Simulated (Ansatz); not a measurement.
**InAs: a single-point run**

Wanted: a converged single-point run for InAs, and a check of what comes out. The structure is shown as the input types it. The cell is built on a prototype (CsCl type) and needn't be the phase found in nature.

Method: density functional or hybrid calculation with the settings of its input, plane waves (as first typed), in Ansatz 0.2.0.

7 further runs of the same task are left out: 4 for a known fault of the program, 3 that didn't finish.

**1. The starting structure**

It takes space group Pm-3m (No. 221, cubic). The conventional cell has a = 3.537 Å, b = 3.537 Å, c = 3.537 Å, α = 90.00°, β = 90.00°, γ = 90.00°. In (site symmetry m-3m) is surrounded by 8 As at 3.06 Å. As (site symmetry m-3m) has 8 In at 3.06 Å as nearest neighbours.

The input asks for a charge of -2 e on the cell.

Structure file:

```cif
data_structure
_symmetry_space_group_name_H-M 'P 1'
_symmetry_Int_Tables_number 1
_cell_length_a 3.5365
_cell_length_b 3.5365
_cell_length_c 3.5365
_cell_angle_alpha 90.000
_cell_angle_beta 90.000
_cell_angle_gamma 90.000
_cell_volume 44.23
loop_
_atom_site_label
_atom_site_type_symbol
_atom_site_fract_x
_atom_site_fract_y
_atom_site_fract_z
_atom_site_occupancy
In1 In 0.00000 0.00000 0.00000 1
As1 As 0.50000 0.50000 0.50000 1
```

**2. Input and run**

Contents of input.yaml:

```yaml
crystal:
  lattice:
    - [3.536541079, 0.0, 0.0]
    - [0.0, 3.536541079, 0.0]
    - [0.0, 0.0, 3.536541079]
  atoms:
    - { symbol: In, position: [0.0, 0.0, 0.0] }
    - { symbol: As, position: [0.5, 0.5, 0.5] }
kpoints:
  mp_grid: { grid: [4, 4, 4] }
hamiltonian:
  xc: hse06
scf:
  occupations: { method: fermi_dirac, width: 0.02 }
  n_extra_bands: 4
  max_iter: 99
output:
  forces: true
  stress: true
  eigenvalues: true
total_charge: -2
```

The run is started by

```bash
ansatz run input.yaml --threads 4 --pin off --max-ram 3686MiB --backend cpu --events-out ev --progress --plain --runs-dir out
```

What happens when this is run?

The run converged and reported no error, with warnings (filled band counts differ across k points, stress exchange threshold loose, stress scf threshold loose). Its log warns: «output.stress: scf.convergence.dr2_threshold = 1e-7 eV (the SCF's general default) is looser than the 2e-10 eV advised for a printed stress (1e-10 eV for each atom of the ...»

Look at the input: total_charge is -2. The typed charge changes the electron count, so this is no longer the system that was meant.

To check: delete total_charge (the default then holds).
